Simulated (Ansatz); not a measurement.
# HfN: the cost of one run

Program: Ansatz 0.2.0. Level of theory: DFT PBEsol, scalar-relativistic, plane waves, PAW. These are calculated values, not measurements.

2 further runs of the same task are left out: 2 set aside as unsound or not needed.

## Step 1: Starting point

It takes space group Fm-3m (No. 225, cubic). The conventional cell has a = 4.502 Å, b = 4.502 Å, c = 4.502 Å, α = 90.00°, β = 90.00°, γ = 90.00°. Hf (site symmetry m-3m) is surrounded by 6 N at 2.25 Å. Around N (site symmetry m-3m) lie 6 Hf at 2.25 Å.

Coordinates:

```
Hf N
1.0
     0.00000    2.25087    2.25087
     2.25087    0.00000    2.25087
     2.25087    2.25087    0.00000
Hf N
1 1
Direct
  0.00000 0.00000 0.00000
  0.50000 0.50000 0.50000
```

This cell was relaxed beforehand with the same method: volume 11.40 Å³/atom, gap on the mesh none (metal).

## Step 2: Next: the ladder chain

A free-standing chain of the crystal's atoms, periodic along c. Atoms and period relax; energies count from the bulk, -7990.1248 eV an atom.

The cell holds 2 Hf, 2 N: a = 11.100 Å, b = 9.300 Å, c = 4.052 Å, α = 90.00°, β = 90.00°, γ = 90.00°.

## Step 3: The relaxation run

Pressure and volume refer to the whole cell with its vacuum; only the period along c may change.

input.yaml reads:

```yaml
crystal:
  lattice:
    - [11.1, 0.0, 0.0]
    - [0.0, 9.3, 0.0]
    - [0.0, 0.0, 4.0515676804]
  atoms:
    - { symbol: Hf, position: [0.4041858995, 0.5, 0.0], spin: 1.5 }
    - { symbol: "N", position: [0.4041858995, 0.5, 0.5], spin: 0.5 }
    - { symbol: "N", position: [0.5958141005, 0.5, 0.0], spin: 0.5 }
    - { symbol: Hf, position: [0.5958141005, 0.5, 0.5], spin: 1.5 }
basis:
  ecutwfc: 420
kpoints:
  mp_grid: { grid: [1, 1, 16] }
hamiltonian:
  xc: pbesol
scf:
  occupations: { method: gaussian, width: 0.05 }
output:
  forces: true
  stress: true
  eigenvalues: true
  populations: true
  write_density: true
  write_potential: true
  elf: true
  volumetric_format: npy
magnetization:
  spin_polarized: true
relax:
  adjacent_minimum: "off"
  f_tol: 0.01
  max_steps: 45
  cell: { fix: [a, b, alpha, beta, gamma], stress_tol: 0.03 }
```

Command:

```sh
> ansatz run input.yaml --threads 2 --pin off --max-ram 5120MiB --backend cpu --events-out ev --progress --plain --runs-dir out
```

Q: Estimate wall time and peak memory on 2 threads of Intel Xeon 6975P-C (Granite Rapids), shared host.

About 63 s, with a peak of 0.89 GiB.
